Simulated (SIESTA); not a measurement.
**ZnCu2SnS4 in SIESTA: the effect of functional**

ZnCu2SnS4:

```
Sn Zn Cu S
1.0
    -2.71710    2.71710    5.42480
     2.71710   -2.71710    5.42480
     2.71710    2.71710   -5.42480
Sn Zn Cu S
1 1 2 4
Direct
  0.50000 0.50000 0.00000
  0.25000 0.75000 0.50000
  0.75000 0.25000 0.50000
  0.00000 0.00000 0.00000
  0.62799 0.62839 0.51280
  0.88481 0.37201 0.00040
  0.11559 0.11519 0.48720
  0.37161 0.88441 0.99960
```

Alike in all runs:

| Property | Result |
| --- | --- |
| Program | SIESTA 5.4.2 |
| Task | band structure |
| Basis | DZP (energy shift 0.003 Ry; two zetas on semicore shells) |
| Grid cutoff | 800 Ry |
| Energy shift | 0.003 Ry |
| k mesh | 7 × 7 × 7 |
| Occupations | fermi-dirac, width 0.05 eV |
| Spin | no spin polarisation |

```csv
functional,potentials or basis,gap on the mesh (eV),pressure (GPa),largest force (eV/Å)
PBE,PseudoDojo 0.4 standard (PBE files),0.55,3.1,0.72
LDA,PseudoDojo 0.4 standard (LDA files),0.45,-3.1,0.79
PBEsol,PseudoDojo 0.4 standard (PBEsol files),?,?,?
```

Task: What does the run with functional PBEsol give?

Result: gap on the mesh 0.49 eV; pressure -0.6 GPa; largest force 0.78 eV/Å.

Caveats: short orbitals over semicore shells can move pressures by several GPa; the valence orbitals were made in a potential fitted to the semicore shell under them, which widens gaps by tenths of an eV or more; spin-orbit coupling is left out, which moves the levels of the heavy elements; the basis of atomic orbitals isn't converged, which shifts pressures, moduli and gaps.

